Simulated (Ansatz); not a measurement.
Input, command and steps of an Ansatz relaxation.

```yaml
crystal:
  lattice:
    - [3.1915277889, 0.0, 0.0]
    - [-1.5957638945, 2.7639441421, 0.0]
    - [0.0, 0.0, 17.5996746996]
  atoms:
    - { symbol: W, position: [0.3333333333, 0.6666666667, 0.0] }
    - { symbol: S, position: [0.6666666667, 0.3333333333, 0.9096039357] }
    - { symbol: S, position: [0.6666666667, 0.3333333333, 0.0903960643] }
basis:
  ecutwfc: 420
kpoints:
  mp_grid: { grid: [12, 12, 2] }
hamiltonian:
  xc: pbe
  dispersion: d3bj
scf:
  occupations: { method: gaussian, width: 0.02 }
output:
  forces: true
  stress: true
  eigenvalues: true
relax:
  adjacent_minimum: "off"
  f_tol: 0.01
  max_steps: 30
  cell: { stress_tol: 0.1, fix: [volume] }
```

```bash
ansatz run input.yaml --threads 1 --pin off --max-ram 2560MiB --backend cpu --events-out ev --progress --plain --runs-dir out
```

Level of theory: DFT PBE+D3(BJ), scalar-relativistic, plane waves, PAW in Ansatz 0.2.0.

The volume is held at 1.06 times that of the relaxed cell.

Of 4 frames 3 are shown, positions in Å and forces in eV/Å; the SCF threshold varies from step to step. Steps run on the plane waves of an earlier cell, with a Pulay correction in the pressure. The basis is chosen afresh for the last frame, the zero of the energies, and at times for earlier ones too; energy and pressure step there, also at an unchanged geometry.

```xyz
3
Lattice="3.1915 0.0000 0.0000 -1.5958 2.7639 0.0000 0.0000 0.0000 17.5997" Properties=species:S:1:pos:R:3:forces:R:3 pbc="T T T" step=1 free_energy_over_end_meV_per_atom=7.69 pressure_GPa=-1.61
W     0.0000    1.8426    0.0000    0.0000    0.0000    0.0000
S     1.5958    0.9213   16.0087    0.0000    0.0000    0.5000
S     1.5958    0.9213    1.5909    0.0000    0.0000   -0.5000
3
Lattice="3.1716 0.0000 0.0000 -1.5858 2.7467 0.0000 0.0000 0.0000 17.8210" Properties=species:S:1:pos:R:3:forces:R:3 pbc="T T T" step=2 free_energy_over_end_meV_per_atom=1.67 pressure_GPa=0.24
W     0.0000    1.8312    0.0000    0.0000    0.0000    0.0000
S     1.5858    0.9156   16.2627    0.0000    0.0000   -0.2713
S     1.5858    0.9156    1.5583    0.0000    0.0000    0.2713
3
Lattice="3.1611 0.0000 0.0000 -1.5805 2.7376 0.0000 0.0000 0.0000 17.9405" Properties=species:S:1:pos:R:3:forces:R:3 pbc="T T T" step=4 free_energy_over_end_meV_per_atom=0.00 pressure_GPa=-0.05
W     0.0000    1.8250    0.0000    0.0000    0.0000    0.0000
S     1.5805    0.9125   16.3647    0.0000    0.0000    0.0060
S     1.5805    0.9125    1.5758    0.0000    0.0000   -0.0060
```

Time: 20 s on 1 thread of AMD EPYC 9R14 (Zen 4), with other jobs on the host, peak memory 0.48 GiB.

Spin–orbit coupling is left out, which can shift energies with elements as heavy as these.